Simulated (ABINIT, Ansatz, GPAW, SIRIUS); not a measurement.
## C: band gap by level of theory

```
C
1.0
     2.52210    0.00000    0.00000
    -1.26105    2.18420    0.00000
     0.00000    0.00000   12.35570
C
12
Cartesian
  1.2611 0.7281 4.3760
  0.0000 1.4561 10.5539
  1.2611 0.7281 1.8018
  0.0000 1.4561 7.9797
  1.2611 0.7281 5.9205
  0.0000 1.4561 12.0983
  1.2611 0.7281 0.2574
  0.0000 1.4561 6.4352
  0.0000 0.0000 10.0390
  0.0000 0.0000 3.8612
  0.0000 0.0000 8.4945
  0.0000 0.0000 2.3167
```

```tsv
rung	level	program and potentials	cutoff (eV)	k mesh	core time	chip	band gap (eV)	notes
GGA	PBE	Ansatz, JTH PAW	780	12 × 12 × 3	39 s	Arm Neoverse V1	4.36	from the band path
GGA	PBE	Ansatz, SPMS NC	1034	12 × 12 × 3	88 s	Arm Neoverse V1	4.42	from the band path
GGA	PBE	Ansatz, Ansatz NC	1116	12 × 12 × 3	98 s	Arm Neoverse V1	4.37	from the band path
GGA	PBE	GPAW, GPAW PAW data sets (gpaw-data 1.2.1)	800	8 × 8 × 2	5.7 min	Arm Neoverse V1	4.35	-
GGA	PBEsol	ABINIT, JTH PAW PBE v2.0	517	12 × 12 × 3	7.7 min	Arm Neoverse V2	4.22	potentials made for PBE; from the band path
meta-GGA	r2SCAN	GPAW, GPAW PAW data sets (gpaw-data 1.2.1)	800	8 × 8 × 2	15 min	Arm Neoverse V1	4.57	potentials made for PBE
GGA	PBEsol	SIRIUS, all-electron FP-LAPW, apw+lo standard	-	12 × 12 × 3	28 min	Arm Neoverse V2	4.23	from the band path
```

Times are single runs on shared hosts and different chips, so they are rough; meshes, cutoffs and the tasks' sizes weigh on the time. Task: band structure. All rows: no spin polarisation. Gaps are the least found on the k mesh or the band path, and a mesh can miss the band edges. The cell comes from a database and isn't always the measured one. Meshes differ between rows, which moves values too. All levels ran on this one cell, unrelaxed unless noted. Meshes are those of the run's cell of 12 atoms unless a note names another. Runs on faulty files, with rough fits or with known faults for this quantity aren't shown. No row holds spin-orbit coupling.

By rung: GGA 4.22 to 4.42; meta-GGA 4.57 (eV).
